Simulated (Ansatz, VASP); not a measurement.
**Two plane-wave programs on Si**

Contents of INCAR:

```
SYSTEM = Si
PREC = Accurate
ENCUT = 520
EDIFF = 1E-6
ISMEAR = 0
SIGMA = 0.03
LREAL = .False.
LASPH = .True.
NELM = 60
ALGO = Normal
ISIF = 2
LWAVE = .False.
LCHARG = .True.
LELF = .True.
LVHAR = .True.
NBANDS = 16
```

File KPOINTS:

```
Automatic mesh
0
Gamma
  12 12 12
  0 0 0
```

Contents of POSCAR:

```
Si
1.0
   -3.3254442900      3.3254442900      1.9223856600
    3.3254442900     -3.3254442900      1.9223856600
    3.3254442900      3.3254442900     -1.9223856600
Si
4
Direct
    0.1788010600      0.1788010600      0.3576021200
    0.8211989400      0.8211989400      0.6423978800
    0.1788010600      0.8211989400      0.0000000000
    0.8211989400      0.1788010600      0.0000000000
```

Input for Ansatz:

```yaml
crystal:
  lattice:
    - [-3.32544429, 3.32544429, 1.92238566]
    - [3.32544429, -3.32544429, 1.92238566]
    - [3.32544429, 3.32544429, -1.92238566]
  atoms:
    - { symbol: Si, position: [0.17880106, 0.17880106, 0.35760212] }
    - { symbol: Si, position: [0.82119894, 0.82119894, 0.64239788] }
    - { symbol: Si, position: [0.17880106, 0.82119894, 0.0] }
    - { symbol: Si, position: [0.82119894, 0.17880106, 0.0] }
basis:
  ecutwfc: 420
kpoints:
  mp_grid: { grid: [12, 12, 12] }
hamiltonian:
  xc: lda
scf:
  occupations: { method: gaussian, width: 0.03 }
output:
  forces: true
  stress: true
  eigenvalues: true
  write_density: true
  write_potential: true
  elf: true
  volumetric_format: npy
```

This isn't the form of Si at room conditions, which is diamond.

Alike in both runs: task single point; functional LDA; k mesh 12 × 12 × 12; occupations gaussian, width 0.03 eV; no spin polarisation.

|  | VASP | Ansatz |
| --- | --- | --- |
| version | VASP 6.6.1 | Ansatz 0.2.0 |
| potentials or method | VASP PAW LDA potentials, release 64 (Si) | scalar-relativistic, plane waves, PAW |
| plane-wave cutoff (eV) | 520 | 420 |
| valence electrons in the cell | 16 | 16 |

VASP gave:

```
gap on the k mesh at the Fermi level (eV)       : 0.15
least direct gap on the mesh (eV)               : 0.28
pressure (GPa)                                  : -1.8
largest component of the traceless stress (GPa) : 0.17
rms of the force components (eV/Å)              : 0.012
```

Task: Which values does Ansatz return?

Result: gap on the k mesh at the Fermi level (eV): 0.15; least direct gap on the mesh (eV): 0.29; pressure (GPa): -1.8; largest component of the traceless stress (GPa): 0.16; rms of the force components (eV/Å): 0.014.

Atom by atom the forces differ by 0.002 eV/Å (rms over components).
